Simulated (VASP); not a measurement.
# VASP inputs for SiO2 (fluorite)

INCAR

```
LCHARG = .FALSE.
LREAL = .FALSE.
ISIF = 2
EDIFF = 1E-7
ISMEAR = 0
LASPH = .TRUE.
ENCUT = 520
IBRION = -1
SIGMA = 0.01
NBANDS = 15
GGA = CA
PREC = Accurate
LWAVE = .FALSE.
NELM = 120
NSW = 0
```

KPOINTS

```
KPOINTS created by Atomic Simulation Environment
0
Gamma
10 10 10
0 0 0
```

KPOINTS_OPT

```
special points
6
Reciprocal
0.0000000000 0.0000000000 0.0000000000 1
0.5000000000 0.0000000000 0.5000000000 1
0.5000000000 0.2500000000 0.7500000000 1
0.3750000000 0.3750000000 0.7500000000 1
0.5000000000 0.5000000000 0.5000000000 1
0.6250000000 0.2500000000 0.6250000000 1
```

POSCAR

```
Si O
 1.0000000000000000
    -0.0000000000000000    2.2641691162216273    2.2641691162216273
     2.2641691162216273   -0.0000000000000000    2.2641691162216273
     2.2641691162216273    2.2641691162216273   -0.0000000000000000
 Si  O
   1   2
Cartesian
 -0.0000000000000000  0.0000000000000000 -0.0000000000000000
  1.1320845581108139  1.1320845581108139  1.1320845581108139
  3.3962536743324403  3.3962536743324403  3.3962536743324403
```

VASP ran with the recommended LDA PAW datasets (16 valence electrons in the cell).

Task: Predict the results.

Result: gap between bands v and c 1.81 eV; least direct gap 1.81 eV; pressure -2.9 GPa.

Band v is the last that the valence electrons fill when counted band by band, and c is the next. Levels in eV from the top of v:

```csv
point,v−1,v,c,c+1
Γ,-2.29,-2.29,2.26,5.72
X,-1.00,0.00,1.81,8.18
W,-0.73,-0.31,4.69,7.79
K,-1.92,-0.29,3.89,9.55
L,-4.57,-4.57,5.96,9.57
```
